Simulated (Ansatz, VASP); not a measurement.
# Rh in VASP and in Ansatz

```
Rh
1.0
     0.00000    1.91606    1.91606
     1.91606    0.00000    1.91606
     1.91606    1.91606    0.00000
Rh
1
Cartesian
  0.0000 0.0000 0.0000
```

Alike in both runs: task single point; functional PBE; k mesh 14 × 14 × 14; occupations fermi-dirac, width 1 eV; no spin polarisation.

|  | VASP | Ansatz |
| --- | --- | --- |
| version | VASP 6.6.1 | Ansatz 0.2.0 |
| potentials or method | VASP PAW PBE potentials, release 64 (Rh_pv) | plane waves (420 eV) with PAW, scalar-relativistic |
| plane-wave cutoff (eV) | 520 | 420 |
| valence electrons in the cell | 15 | 17 |

Ansatz gave:

```
pressure (GPa) : 25.0
```

Question: Estimate VASP's values.

Answer: Pressure (GPa): 25.1.

The two sets of potentials don't hold the same shells in valence.
